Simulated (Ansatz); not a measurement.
Crystal: MgS (Niningerite).

```
S Mg
1.0
     0.00000    2.60165    2.60165
     2.60165    0.00000    2.60165
     2.60165    2.60165    0.00000
S Mg
1 1
Direct
  0.50000 0.50000 0.50000
  0.00000 0.00000 0.00000
```

Base run:

| Item | Value |
| --- | --- |
| Program | Ansatz 0.2.0 |
| Functional | PBEsol0 |
| Potentials or basis | Ansatz PAW |
| Cutoff | 420 eV (not typed: the program's choice for these potentials) |
| k mesh | 5 × 5 × 5 |
| Occupations | fermi-dirac, width 0.05 eV |
| Spin | no spin polarisation |

Its results: pressure -1.8 GPa.

Question: The run is repeated on the same cell with these changes: functional from PBEsol0 to HF. What comes out?

Answer: Pressure 4.0 GPa.

Caveats: the PAW data sets come from PBE, with cores solved anew for the run's functional, which leaves a small shift of forces and pressure; the thresholds are loose for stress.
